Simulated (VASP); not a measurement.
# PbS: restarted molecular dynamics, 2 variants

PbS, R3m (no. 160), 12 atoms in the cell. PBE, molecular dynamics; PAW potentials Pb, S (PBE set).

| Restart from | Temperature at the end (K) | The same without a restart (K) | Potential energy at the end (eV/atom) | The same without a restart (eV/atom) | Electronic steps in the first step after the restart | Time (s) |
|---|---|---|---|---|---|---|
| CONTCAR with velocities, WAVECAR read | 181.0 | 181.0 | -4.37651 | -4.37652 | 4 | 206 |
| CONTCAR with velocities, no WAVECAR | 181.0 | 181.0 | -4.37651 | -4.37652 | 14 | 208 |

Limits: 120 fs of 12 atoms are too short for converged averages; the cell is only 4.2 Å across, so each atom moves in step with near copies of itself.

## Input of the first row

INCAR.step1:
```
GGA      = PE             # functional
PREC     = Normal         # precision mode
ENCUT    = 260            # plane-wave cutoff, eV
EDIFF    = 1E-6           # SCF threshold, eV
NELMIN   = 4            
NELM     = 60             # most SCF steps
ALGO     = Normal         # electronic algorithm
LREAL    = Auto         
LASPH    = True           # aspherical terms in the spheres
ISMEAR   = 0              # smearing method
SIGMA    = 0.05           # smearing width, eV
ISYM     = 0            
LWAVE    = True           # write WAVECAR
LCHARG   = False          # write CHGCAR
IBRION   = 0              # ionic algorithm
NSW      = 30             # ionic steps
POTIM    = 2.0            # step
TEBEG    = 600          
ISIF     = 2              # what is computed and relaxed
RANDOM_SEED= 194 0 0      
MDALGO   = 1            
ANDERSEN_PROB= 0.0          
KPAR     = 2             
```

INCAR.step2, as INCAR.step1 but for:
```
- LWAVE = True
+ LWAVE = False
```

KPOINTS:
```
k-points
0
Gamma
  3 2 1
```

POSCAR.step1:
```
PbS
1.0
    4.2253234116      0.0000000000      0.0000000000
    0.0000000000      7.3184748272      0.0000000000
    0.0000000000      0.0000000000     10.3557487554
Pb S
6 6
Direct
    0.5000000000      0.1666666666      0.3138991133
    0.0000000001      0.6666666666      0.3138991133
    0.0000000000      0.3333333334      0.6472324467
    0.5000000000      0.8333333333      0.6472324467
    0.0000000000      0.0000000000      0.9805657800
    0.5000000000      0.5000000000      0.9805657800
    0.0000000000      0.3333333334      0.1417022167
    0.5000000000      0.8333333333      0.1417022167
    0.0000000000      0.0000000000      0.4750355500
    0.5000000000      0.5000000000      0.4750355500
    0.5000000000      0.1666666666      0.8083688833
    0.0000000001      0.6666666666      0.8083688833
```

Commands (each step's output is kept before the next begins):
```
cat potpaw_PBE.64/Pb/POTCAR potpaw_PBE.64/S/POTCAR > POTCAR
cp INCAR.step1 INCAR
cp POSCAR.step1 POSCAR
mpirun -np 2 vasp_std > vasp.out
cp CONTCAR POSCAR
cp INCAR.step2 INCAR
mpirun -np 2 vasp_std > vasp.out
```

Changes of the last row against the first:
```
(step 1)
- LWAVE = True
+ LWAVE = False
```

VASP 6.6.1 took 206 s on 2 cores (Intel Xeon Platinum 8375C @ 2.90GHz (Ice Lake)), a shared host.
